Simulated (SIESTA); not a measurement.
# Ni under changes of volume

One of the cells (10.492 Å³/atom); the others are scaled copies at fixed shape and fractional positions:

```
CELL_PARAMETERS angstrom
0.00000 1.73757 1.73757
1.73757 0.00000 1.73757
1.73757 1.73757 0.00000
ATOMIC_POSITIONS crystal
Ni 0.00000 0.00000 0.00000
```

- Program: SIESTA 5.4.2
- Functional: PBEsol
- Potentials or basis: PseudoDojo 0.4 standard (PBEsol files)
- Basis: DZP (energy shift 0.003 Ry; two zetas on semicore shells)
- Grid cutoff: 800 Ry
- Energy shift: 0.003 Ry
- k mesh: 13 × 13 × 13
- Occupations: fermi-dirac, width 0.05 eV
- Spin: collinear spin, ferromagnetic start
- Starting moments: [1.0] μB

```csv
volume (Å³/atom),energy over the lowest point (meV/atom),pressure (GPa)
9.862,17.30,13.8
10.072,4.58,5.9
10.282,0.00,2.2
10.492,0.11,-2.2
10.702,6.36,-6.7
10.912,?,?
11.122,36.24,-14.5
```

Question: What does the run at 10.912 Å³/atom give?

Answer: Energy over the lowest point 18.60 meV/atom; pressure -11.3 GPa.

Worked out: A Birch-Murnaghan fit of order 3 (a polynomial in V^(-2/3)) to the other rows has its minimum at 10.37 Å³/atom with B0 = V·E''(V) = 229 GPa (rough, since the energies scatter). It gives 18.70 meV/atom at 10.912 Å³/atom, against the run's 18.60, and -dE/dV = -11.3 GPa, against -11.3.

Energies are extrapolated to zero smearing.

Caveats: short orbitals over semicore shells can move pressures by several GPa; the basis of atomic orbitals isn't converged, which shifts pressures, moduli and gaps.
